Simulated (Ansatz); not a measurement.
Relaxed AlSb (zinc blende):

```
CELL_PARAMETERS angstrom
      0.00000     3.08862     3.08862
      3.08862     0.00000     3.08862
      3.08862     3.08862     0.00000
ATOMIC_POSITIONS crystal
  Sb 0.75000 0.75000 0.75000
  Al 0.00000 0.00000 0.00000
```

Computed with r2SCAN (plane waves to 500 eV, PAW, scalar-relativistic; Ansatz, a program for electronic structure). k mesh 11×11×11 (Γ-centred), Fermi-Dirac smearing 0.05 eV. AlSb was relaxed with its symmetry unable to fall. Spin-orbit coupling is left out, though Sb is heavy.

One atom of the cell was then moved (with its periodic images), all else fixed, and the forces (eV/Å) came out as:

```tsv
atom	Fx	Fy	Fz
Sb1	1.555	1.555	-0.759
Al2	-1.555	-1.555	0.759
```

With two atoms only their relative shift counts; take Al2 as fixed.

Q: Which atom was moved, and by which vector (Å)?

A: Sb1, by (-0.19, -0.19, 0.00), 0.27 Å in all.

(For displaced atoms, the force is minus the slope of the energy, and its curvature is a force constant, which sets phonon frequencies.)
